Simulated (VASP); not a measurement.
# Cr (I4/mmm) in VASP: a series of runs

Runs on Cr. Level: PBE. Tasks: single point.

All numbers are computed with VASP 6.6.1; they aren't measurements. Logs are shortened: lines on timing, memory, paths and dates and some standing lists are left out, and cuts for length are marked.

## (1) The cell of the first run

The structure is tetragonal, space group I4/mmm (No. 139). The conventional cell has a = 2.394 Å, b = 2.394 Å, c = 3.680 Å, α = 90.00°, β = 90.00°, γ = 90.00°. Cr (site symmetry 4/mmm) has 12 Cr at 2.39 to 2.50 Å as nearest neighbours.

This isn't the form of Cr at room conditions, which is bcc.

## (2) Single point, PBE (strain -0.080 along x and y, +0.000 along z, atoms carried along)

The input, INCAR:

```
PREC = Accurate ; ENCUT = 520
EDIFF = 1E-7 ; ISMEAR = 0
SIGMA = 0.15 ; LREAL = F
LASPH = T ; NELM = 100
ALGO = Fast ; ISIF = 2
LWAVE = F ; LCHARG = F
GGA = PE ; NBANDS = 12
```

The input, KPOINTS:

```
regular mesh
0
Gamma
  22 22 22
```

The input, POSCAR:

```
Cr
1.0
    0.0000000000      1.6928000000      1.8400000000
    1.6928000000      0.0000000000      1.8400000000
    1.6928000000      1.6928000000      0.0000000000
Cr
1
Direct
    0.0000000000      0.0000000000      0.0000000000
```

Potentials or basis: VASP PAW PBE potentials, release 64 (Cr_pv).

Run with:

```bash
$ cat potpaw_PBE.64/Cr_pv/POTCAR > POTCAR
$ mpirun -np 1 vasp_std > vasp.out
```

OUTCAR:

```text
PREC = Accurate
   ENCUT = 520
   EDIFF = 1E-7
   ISMEAR = 0
   LREAL = F
   LASPH = T
   NELM = 100
   ISIF = 2
   GGA = PE

 ion  position               nearest neighbor table
   1  0.000  0.000  0.000-

  LATTYP: Found a body centered tetragonal cell.
 ALAT       =     2.3939807184
 C/A-ratio  =     1.5371886548

  Lattice vectors:

 A1 = (  -1.6928000000,   0.0000000000,   1.8400000000)
 A2 = (   1.6928000000,   0.0000000000,   1.8400000000)
 A3 = (   0.0000000000,   1.6928000000,  -1.8400000000)

Analysis of symmetry for initial positions (statically):
=====================================================================
 Subroutine PRICEL returns:
 Original cell was already a primitive cell.

 Routine SETGRP: Setting up the symmetry group for a
 body centered tetragonal supercell.

 Subroutine GETGRP returns: Found 16 space group operations
 (whereof 16 operations were pure point group operations)
 out of a pool of 16 trial point group operations.

The static configuration has the point symmetry D_4h.

Analysis of symmetry for dynamics (positions and initial velocities):
=====================================================================
 Subroutine PRICEL returns:
 Original cell was already a primitive cell.

 Routine SETGRP: Setting up the symmetry group for a
 body centered tetragonal supercell.

 Subroutine GETGRP returns: Found 16 space group operations
 (whereof 16 operations were pure point group operations)
 out of a pool of 16 trial point group operations.

The dynamic configuration has the point symmetry D_4h.

 Subroutine INISYM returns: Found 16 space group operations
 (whereof 16 operations are pure point group operations),
 and found     1 'primitive' translations

----------------------------------------------------------------------------------------

                                     Primitive cell

  volume of cell :      10.5453

  direct lattice vectors                    reciprocal lattice vectors
     0.000000000  1.692800000  1.840000000    -0.295368620  0.295368620  0.271739130
     1.692800000  0.000000000  1.840000000     0.295368620 -0.295368620  0.271739130
     1.692800000  1.692800000  0.000000000     0.295368620  0.295368620 -0.271739130

  length of vectors
     2.500234357  2.500234357  2.393980718     0.498324591  0.498324591  0.498324591

  position of ions in fractional coordinates (direct lattice)
     0.000000000  0.000000000  0.000000000

  ion indices of the primitive-cell ions
   primitive index   ion index
                 1           1

----------------------------------------------------------------------------------------

 KPOINTS: regular mesh

Automatic generation of k-mesh.
 Grid dimensions read from file:
 generate k-points for:   22   22   22

 Generating k-lattice:

  Cartesian coordinates                     Fractional coordinates (reciprocal lattice)
    -0.013425846  0.013425846  0.012351779     0.045454545  0.000000000  0.000000000
     0.013425846 -0.013425846  0.012351779     0.000000000  0.045454545  0.000000000
     0.013425846  0.013425846 -0.012351779    -0.000000000 -0.000000000  0.045454545

  Length of vectors
     0.022651118  0.022651118  0.022651118

  Shift w.r.t. Gamma in fractional coordinates (k-lattice)
     0.000000000  0.000000000  0.000000000

 Subroutine IBZKPT returns following result:
 ===========================================

 Found    834 irreducible k-points:

 Following reciprocal coordinates:
            Coordinates               Weight
  0.000000  0.000000  0.000000      1.000000
  0.045455  0.000000  0.000000      8.000000
  0.090909  0.000000  0.000000      8.000000
  0.136364  0.000000  0.000000      8.000000
  0.181818  0.000000  0.000000      8.000000
  0.227273  0.000000  0.000000      8.000000
[... 16 lines left out ...]
  0.500000  0.045455  0.000000      8.000000
 -0.454545  0.045455  0.000000      8.000000
 [... further k-points ...]
   k-points           NKPTS =    834   k-points in BZ     NKDIM =    834   number of bands    NBANDS=     12
   number of dos      NEDOS =    301   number of ions     NIONS =      1
   total plane-waves  NPLWV =   7200
   dimension x,y,z NGX =    20 NGY =   20 NGZ =   18
   dimension x,y,z NGXF=    40 NGYF=   40 NGZF=   36
   ions per type =               1
   NGX,Y,Z   is equivalent  to a cutoff of  13.30, 13.30, 12.50 a.u.
   NGXF,Y,Z  is equivalent  to a cutoff of  26.60, 26.60, 25.00 a.u.
 SYSTEM =  unknown system
   PREC   = accura    normal or accurate (medium, high low for compatibility)
   ISTART =      0    job   : 0-new  1-cont  2-samecut
   ICHARG =      2    charge: 1-file 2-atom 10-const
   ISPIN  =      1    spin polarized calculation?
   LNONCOLLINEAR =      F non collinear calculations
   LSORBIT =      F    spin-orbit coupling
   LASPH  =      T    aspherical Exc in radial PAW
   ENCUT  =  520.0 eV  38.22 Ry    6.18 a.u.   4.65  4.65  4.45*2*pi/ulx,y,z
   NELM   =    100;   NELMIN=  2; NELMDL= -5     # of ELM steps
   EDIFF  = 0.1E-06   stopping-criterion for ELM
   LREAL  =      F    real-space projection
   EDIFFG = 0.1E-05   stopping-criterion for IOM
   NSW    =      0    number of steps for IOM
   IBRION =     -1    ionic relax: 0-MD 1-quasi-New 2-CG
   NFREE  =      0    steps in history (QN), initial steepest desc. (CG)
   ISIF   =      2    stress and relaxation
   ISYM   =      2    0-nonsym 1-usesym 2-fastsym
   POTIM  = 0.5000    time-step for ionic-motion
   TEBEG  =    0.0;   TEEND  =   0.0 temperature during run
   PSTRESS=    0.0 pullay stress
   NELECT =      12.0000    total number of electrons
   NUPDOWN=      -1.0000    fix difference up-down
   EMIN   =  10.00;   EMAX   =-10.00  energy-range for DOS
   EFERMI =   0.00;   METHOD = LEGACY
   ISMEAR =     0;   SIGMA  =   0.15  broadening in eV -4-tet -1-fermi 0-gaus
   EFERMI_NEDOS =   21; number of points for ismear=-14 and -15
   IALGO  =     68    algorithm
   IMIX   =      4    mixing-type and parameters
     AMIX     =   0.40;   BMIX     =  1.00
     AMIX_MAG =   1.60;   BMIX_MAG =  1.00
  volume/ion in A,a.u.               =      10.55        71.16
  Fermi-wavevector in a.u.,A,eV,Ry     =   1.709158  3.229840 39.745625  2.921221
  Thomas-Fermi vector in A             =   2.787693
   LORBIT       =      0    0 simple, 1 ext, 2 COOP (PROOUT), +10 PAW based schemes
   GGA     = PE    functional components
   LHFCALC =     F    Hartree Fock is set to
   AEXX    =    0.0000 exact exchange contribution
   IVDW    =     0    specifies the selected vdW correction
   LEPSILON=     F    determine dielectric tensor
   LRPA    =     F    only Hartree local field effects (RPA)
 non-spin polarized calculation
 RMM-DIIS sequential band-by-band and
 Gauss-broadening in eV      SIGMA  =   0.15
  energy-cutoff  :      520.00
  volume of cell :       10.55
 maximum number of plane-waves:       296
   NGX =  9   NGY =  9   NGZ =  9

 number of electron      12.0000000 magnetization

 Free energy of the ion-electron system (eV)
  ---------------------------------------------------
  ext. energy  EPLUGINS =         0.00000000
  ---------------------------------------------------
  free energy    TOTEN  =        -9.04335559 eV

  energy without entropy =       -9.02617077  energy(sigma->0) =       -9.03476318

 E-fermi :  12.1525     XC(G=0): -14.1948

 val. band max:       12.1523988842   @ k =  -0.2273   0.4091   0.3182
 cond. band min:      12.1543599923   @ k =   0.2727   0.0455   0.1364
 fundamental gap:      0.0019611081
 Fermi energy:        12.1524643741

 k-point     1 :       0.0000    0.0000    0.0000
  band No.  band energies     occupation
      1     -30.1643      2.00000
      2     -30.0909      2.00000
      3     -30.0909      2.00000
      4       4.1725      2.00000
      5      10.9345      2.00000
      6      11.8274      1.99782
      7      11.8274      1.99782
      8      12.9909      0.00000
      9      14.0687      0.00000
     10      19.6840      0.00000
     11      32.7463      0.00000
     12      37.0299      0.00000

 k-point     2 :       0.0455    0.0000    0.0000
  band No.  band energies     occupation
      1     -30.1753      2.00000
      2     -30.1107      2.00000
      3     -30.0927      2.00000
      4       4.2667      2.00000
      5      10.9507      2.00000
      6      11.7942      1.99927
      7      11.8601      1.99416
      8      12.9812      0.00000
      9      14.0405      0.00000
     10      19.6840      0.00000
     11      32.8078      0.00000
     12      36.8726      0.00000

 k-point     3 :       0.0909    0.0000    0.0000
  band No.  band energies     occupation
      1     -30.2274      2.00000
      2     -30.1484      2.00000
      3     -30.0979      2.00000
      4       4.5434      2.00000
      5      10.9790      2.00000
      6      11.7113      1.99997
      7      11.9518      1.94145
      8      12.9678      0.00000
      9      13.9638      0.00000
     10      19.6839      0.00000
     11      32.9341      0.00000
     12      36.1110      0.00000
[... 286 lines left out ...]
 k-point    23 :       0.5000    0.0455    0.0000
  band No.  band energies     occupation
      1     -31.3378      2.00000
      2     -30.3734      2.00000
      3     -30.1830      2.00000
      4       7.6876      2.00000
      5      10.8360      2.00000
      6      11.8702      1.99221
      7      12.9391      0.00000
      8      14.8297      0.00000
      9      15.4414      0.00000
     10      19.6791      0.00000
     11      22.9905      0.00000
     12      31.2598      0.00000

 k-point    24 :      -0.4545    0.0455    0.0000
  band No.  band energies     occupation
      1     -31.3364      2.00000
      2     -30.3750      2.00000
      3     -30.1782      2.00000
      4       7.6891      2.00000
      5      10.8711      2.00000
      6      11.8638      1.99350
      7      12.8568      0.00000
      8      14.7581      0.00000
      9      15.5038      0.00000
     10      19.6793      0.00000
     11      23.0614      0.00000
     12      31.2585      0.00000

 [... further k-points ...]

------------------------ aborting loop because EDIFF is reached ----------------------------------------

  FORCE on cell =-STRESS in cart. coord.  units (eV):
  Direction    XX          YY          ZZ          XY          YZ          ZX
  --------------------------------------------------------------------------------------
  -------------------------------------------------------------------------------------
  Total        1.9308496      1.9308496      3.1597536      0.0000000     -0.0000000     -0.0000000
  in kB      293.3593404    293.3593404    480.0701190      0.0000000     -0.0000000     -0.0000000
  external PRESSURE =     355.5962666 kB  Pullay stress =       0.0000000 kB

 VOLUME and BASIS-vectors are now :
 -----------------------------------------------------------------------------
  energy-cutoff  :      520.00
  volume of cell :       10.55
      direct lattice vectors                 reciprocal lattice vectors
     0.000000000  1.692800000  1.840000000    -0.295368620  0.295368620  0.271739130
     1.692800000  0.000000000  1.840000000     0.295368620 -0.295368620  0.271739130
     1.692800000  1.692800000  0.000000000     0.295368620  0.295368620 -0.271739130

 POSITION                                       TOTAL-FORCE (eV/Angst)
 -----------------------------------------------------------------------------------
      0.00000      0.00000      0.00000         0.000000      0.000000     -0.000000
 -----------------------------------------------------------------------------------
    total drift:                                0.000000     -0.000000      0.000000

  FREE ENERGIE OF THE ION-ELECTRON SYSTEM (eV)
  ---------------------------------------------------
  free  energy   TOTEN  =        -9.0433555943 eV

  energy  without entropy=       -9.0261707711  energy(sigma->0) =       -9.03476318
```

Run time: 45 s. Hardware: 1 thread of Intel Xeon 6975P-C (Granite Rapids), shared host; peak memory 0.21 GiB.

What came out:

| Quantity | Value |
| --- | --- |
| Free energy | -9.0434 eV |
| Pressure | 35.6 GPa |
| Band gap on the k mesh | none (metal or under the smearing width) |

Stress tensor (GPa, compression positive):
```
29.34  0.00  0.00
 0.00 29.34  0.00
 0.00  0.00 48.01
```

Levels at points of the mesh, in eV from the Fermi level:
```tsv
k point	band 3	band 4	band 5	band 6	band 7	band 8	band 9	band 10
(0.00, 0.00, 0.00)	-42.24	-7.98	-1.22	-0.33	-0.33	0.84	1.92	7.53
(0.50, 0.00, 0.00)	-42.33	-4.53	-1.25	-0.34	1.06	2.67	3.01	7.53
(0.50, 0.50, 0.00)	-42.57	-4.87	-3.85	2.87	2.89	3.17	3.17	7.53
(0.50, 0.00, 0.50)	-42.68	-4.94	-4.00	2.73	2.85	3.60	5.01	7.53
```

Caveat: so large a pressure means that the cell lies far from this level's equilibrium, or that cutoff or potentials fall short; the run has no spin polarisation, though such a crystal can be magnetic.

[end of part 1 of 2]
